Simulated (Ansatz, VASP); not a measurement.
**NaF in VASP and in Ansatz**

The input INCAR:

```
SYSTEM = NaF
ALGO     = Normal         ! electronic algorithm
EDIFF    = 1E-7           ! SCF threshold, eV
ENCUT    = 520            ! plane-wave cutoff, eV
GGA      = PE             ! functional
ISIF     = 2              ! what is computed and relaxed
ISMEAR   = 0              ! smearing method
LASPH    = .True.         ! aspherical terms in the spheres
LCHARG   = .False.        ! write CHGCAR
LREAL    = .False.        ! projectors in reciprocal space
LWAVE    = .False.        ! write WAVECAR
NBANDS   = 14             ! bands
NELM     = 80             ! most SCF steps
PREC     = Accurate       ! precision mode
SIGMA    = 0.01           ! smearing width, eV
```

File KPOINTS:

```
k-points
0
Gamma
  6 6 6
  0 0 0
```

The input POSCAR:

```
NaF
1.0
    0.0000000000      2.5312613679      2.5312613679
    2.5312613679      0.0000000000      2.5312613679
    2.5312613679      2.5312613679      0.0000000000
Na F
1 1
Direct
    0.0000000000      0.0000000000      0.0000000000
    0.2500000000      0.2500000000      0.2500000000
```

Input for Ansatz:

```yaml
crystal:
  lattice:
    - [0.0, 2.5312613679, 2.5312613679]
    - [2.5312613679, 0.0, 2.5312613679]
    - [2.5312613679, 2.5312613679, 0.0]
  atoms:
    - { symbol: Na, position: [0.0, 0.0, 0.0] }
    - { symbol: F, position: [0.25, 0.25, 0.25] }
kpoints:
  mp_grid: { grid: [6, 6, 6] }
hamiltonian:
  xc: pbe
scf:
  occupations: { method: fixed }
  n_extra_bands: 4
output:
  forces: true
  stress: true
  eigenvalues: true
```

The cell was built by a generator and needn't be a form met in nature.

Alike in both runs: task single point; functional PBE; k mesh 6 × 6 × 6; no spin polarisation.

|  | VASP | Ansatz |
| --- | --- | --- |
| version | VASP 6.6.1 | Ansatz 0.2.0 |
| potentials or method | VASP PAW PBE potentials, release 64 (Na_pv, F) | plane waves, PAW |
| plane-wave cutoff (eV) | 520 | 420 |
| occupations | gaussian, width 0.01 eV | fixed |
| valence electrons in the cell | 14 | 16 |

|  | VASP | Ansatz | Ansatz less VASP |
| --- | --- | --- | --- |
| gap on the k mesh at the Fermi level (eV) | 5.61 | 5.63 | +0.015 |
| pressure (GPa) | 2.0 | 2.0 | 0.00 |

The two sets of potentials don't hold the same shells in valence.
